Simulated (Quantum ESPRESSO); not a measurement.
## TiSe under changes of volume

One of the cells (26.120 Å³/atom); the others are scaled copies at fixed shape and fractional positions:

```
CELL_PARAMETERS angstrom
4.17836 0.00000 0.00000
0.00000 4.17836 0.00000
0.00000 0.00000 5.98442
ATOMIC_POSITIONS crystal
Se 0.00000 0.50000 0.76056
Se 0.50000 0.00000 0.23944
Ti 0.00000 0.00000 0.00000
Ti 0.50000 0.50000 0.00000
```

The cell comes from a database or a generator and needn't be the stable form of this composition.

| Item | Value |
| --- | --- |
| Program | Quantum ESPRESSO 7.5 |
| Functional | LDA |
| Potentials or basis | GBRV 1.5 LDA |
| Cutoff | 612 eV |
| Density cutoff | 4898 eV |
| k mesh | 7 × 7 × 5 |
| Occupations | fermi-dirac, width 0.05 eV |
| Spin | no spin polarisation |

```tsv
volume (Å³/atom)	energy over the lowest point (meV/atom)	pressure (GPa)
24.553	0.00	-0.7
25.075	?	?
25.598	14.51	-3.6
26.120	28.49	-4.9
26.642	46.32	-6.0
27.165	67.57	-7.0
27.687	91.87	-7.9
```

Task: What does the run at 25.075 Å³/atom give?

Result: Energy over the lowest point 4.82 meV/atom; pressure -2.2 GPa.

Worked out: A Birch-Murnaghan fit of order 3 (a polynomial in V^(-2/3)) to the other rows has its minimum at 24.34 Å³/atom, just outside them, with B0 = V·E''(V) = 81 GPa and B' = 4.4 at fixed shape and positions, which overstates the stiffness. It gives 4.83 meV/atom at 25.075 Å³/atom, against the run's 4.82, and -dE/dV = -2.3 GPa, against -2.2.

Energies are extrapolated to zero smearing.
